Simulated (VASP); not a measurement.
**A VASP 6.6.1 single-point calculation on MgS**

INCAR

```
ISMEAR = -1
PREC = Accurate
LWAVE = .FALSE.
METAGGA = RTPSS
SIGMA = 0.02
ISIF = 2
LASPH = .TRUE.
NBANDS = 11
LCHARG = .FALSE.
ENCUT = 520
LREAL = .FALSE.
NSW = 0
EDIFF = 1E-7
IBRION = -1
NELM = 84
```

KPOINTS

```
KPOINTS created by Atomic Simulation Environment
0
Gamma
2 2 2
0 0 0
```

POSCAR

```
Mg S
 1.0000000000000000
     0.0000000000000000    2.7315938338999999    2.5332669928999998
     2.7315938338999999    0.0000000000000000    2.5332669928999998
     2.7315938338999999    2.7315938338999999    0.0000000000000000
 Mg  S
   1   1
Cartesian
  0.0000000000000000  0.0000000000000000  0.0000000000000000
  2.7315938338999999  2.7315938338999999  2.5332669928999998
```

The recommended PBE PAW datasets give the neutral cell 8 valence electrons.

Command

```
mpirun -np 1 vasp_std
```

**Question.** Predict the outcome of this run.

**Answer.** It converged. Results: gap between bands v and c on the k mesh 2.29 eV; least direct gap on the k mesh 3.24 eV; pressure 2.3 GPa. Band v is the last that the valence electrons fill when counted band by band, and c is the next.

OSZICAR

```
N       E                     dE             d eps       ncg     rms          rms(c)
DAV:   1     0.330307865370E+02    0.33031E+02   -0.39538E+03    88   0.681E+02
DAV:   2    -0.722498606227E+01   -0.40256E+02   -0.38279E+02   136   0.145E+02
DAV:   3    -0.985833986948E+01   -0.26334E+01   -0.26249E+01   136   0.372E+01
DAV:   4    -0.988034059332E+01   -0.22001E-01   -0.21984E-01   149   0.365E+00
DAV:   5    -0.988037766927E+01   -0.37076E-04   -0.37072E-04   138   0.182E-01    0.561E+00
DAV:   6    -0.100640071525E+02   -0.18363E+00   -0.54296E+00    88   0.255E+01    0.256E+00
DAV:   7    -0.999675493372E+01    0.67252E-01   -0.13812E+00   100   0.521E+00    0.196E+00
DAV:   8    -0.998667571085E+01    0.10079E-01   -0.36452E-02   109   0.124E+00    0.201E+00
DAV:   9    -0.999448003823E+01   -0.78043E-02   -0.50113E-03    94   0.606E-01    0.553E-01
DAV:  10    -0.998926658273E+01    0.52135E-02   -0.28149E-02    94   0.689E-01    0.600E-01
DAV:  11    -0.998986030033E+01   -0.59372E-03   -0.57261E-04   109   0.187E-01    0.386E-01
DAV:  12    -0.998989513418E+01   -0.34834E-04   -0.12210E-05   105   0.306E-02    0.803E-02
DAV:  13    -0.998989769633E+01   -0.25622E-05   -0.98443E-06   100   0.138E-02    0.116E-01
DAV:  14    -0.998989458877E+01    0.31076E-05   -0.19708E-06   103   0.930E-03    0.101E-02
DAV:  15    -0.998989433532E+01    0.25345E-06   -0.10790E-07   117   0.238E-03    0.144E-02
DAV:  16    -0.998989478599E+01   -0.45067E-06   -0.26945E-08    59   0.127E-03    0.274E-03
DAV:  17    -0.998989472964E+01    0.56359E-07   -0.10819E-09    62   0.264E-04
   1 F= -.99898947E+01 E0= -.99898947E+01  d E =-.301089E-11
```

For comparison, a separate PBE run of the intended cell, on usual settings and not on those above, gives a gap of 2.36 eV on its mesh and a pressure of -3.2 GPa.
